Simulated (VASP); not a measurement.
Input of a VASP 6.6.1 run:

File INCAR:

```
ALGO = Fast
EDIFF = 1E-6
ENCUT = 520
GGA = PE
ISIF = 2
ISMEAR = 0
LASPH = T
LCHARG = T
LELF = T
LREAL = Auto
LVHAR = T
LWAVE = F
NBANDS = 66
NELM = 100
PREC = Accurate
SIGMA = 0.1
```

The input KPOINTS:

```
k-points
0
Gamma
  2 2 2
```

The input POSCAR:

```
SbS2
1.0
   -6.0285048500      6.0285048500      6.0285048500
    6.0285048500     -6.0285048500      6.0285048500
    6.0285048500      6.0285048500     -6.0285048500
Sb S
6 12
Direct
    0.7500000000      0.2500000000      0.5000000000
    0.2500000000      0.7500000000      0.5000000000
    0.5000000000      0.2500000000      0.7500000000
    0.7500000000      0.5000000000      0.2500000000
    0.5000000000      0.7500000000      0.2500000000
    0.2500000000      0.5000000000      0.7500000000
    0.6044735700      0.2089471400      0.6044735700
    0.7910528600      0.3955264300      0.3955264300
    0.6044735700      0.0000000000      0.3955264300
    0.0000000000      0.3955264300      0.6044735700
    0.3955264300      0.0000000000      0.6044735700
    0.0000000000      0.6044735700      0.3955264300
    0.3955264300      0.7910528600      0.3955264300
    0.2089471400      0.6044735700      0.6044735700
    0.6044735700      0.3955264300      0.0000000000
    0.3955264300      0.3955264300      0.7910528600
    0.6044735700      0.6044735700      0.2089471400
    0.3955264300      0.6044735700      0.0000000000
```

Potentials or basis: VASP PAW PBE potentials, release 64 (Sb, S).

Run with:

```bash
$ cat potpaw_PBE.64/Sb/POTCAR potpaw_PBE.64/S/POTCAR > POTCAR
$ mpirun -np 1 vasp_std > vasp.out
```

What does it give for the band gap on the k mesh?

None (metal or under the smearing width).

Estimate the largest force.

0.720 eV/Å.

What does it give for the pressure?

23.5 GPa.

Forces on the atoms (eV/Å):
```
Sb   0.000  0.000  0.000
Sb   0.000  0.000  0.000
Sb   0.000  0.000  0.000
Sb   0.000  0.000  0.000
Sb   0.000  0.000  0.000
Sb   0.000  0.000  0.000
S    0.509  0.000  0.509
S    0.000 -0.509 -0.509
S   -0.509  0.000  0.509
S    0.000  0.509 -0.509
S    0.509  0.000 -0.509
S    0.000 -0.509  0.509
S   -0.509  0.000 -0.509
S    0.000  0.509  0.509
S   -0.509  0.509  0.000
S   -0.509 -0.509  0.000
S    0.509  0.509  0.000
S    0.509 -0.509  0.000
```

Caveat: the k mesh is coarse (spacing up to 0.37 Å⁻¹), so the values aren't converged; so large a pressure means that the cell lies far from this level's equilibrium, or that cutoff or potentials fall short. Spin-orbit coupling is left out, which matters for the levels of Sb.
